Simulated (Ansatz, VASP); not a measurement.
HfC in VASP and in Ansatz

```
CELL_PARAMETERS angstrom
-0.09300 2.27850 2.27850
2.27850 -0.09300 2.27850
2.27850 2.27850 -0.09300
ATOMIC_POSITIONS crystal
Hf 0.50000 0.50000 0.50000
C 0.00000 0.00000 0.00000
```

Change from the starting cell: equal xy, yz and zx shear strains of -4 %, PAW files.

Alike in both runs: task electric field gradients; functional PBE; k mesh 12 × 12 × 12; occupations fermi-dirac, width 0.05 eV; no spin polarisation.

```csv
,VASP,Ansatz
version,VASP 6.6.1,Ansatz 0.2.0
potentials or method,"VASP PAW PBE potentials, release 64 (Hf_pv, C)","PAW with Ansatz's default frozen-core files, scalar-relativistic"
plane-wave cutoff (eV),520,420
valence electrons in the cell,14,30
```

VASP gave:

- pressure (GPa): -0.2
- largest component of the traceless stress (GPa): 6.51
- Vzz of the field gradient on the site that differs most (V/Å²): 9.4

Task: Estimate Ansatz's values.

Result: Pressure (GPa): 0.5; largest component of the traceless stress (GPa): 6.51; Vzz of the field gradient on the site that differs most (V/Å²): 12.9.

With one functional, cell and mesh, what is left measures potentials, basis and numerics. The two sets of potentials don't hold the same shells in valence. Ansatz warned: «gradients_without_spin_orbit».

The runs have no spin-orbit coupling, so splittings on Hf are missing.
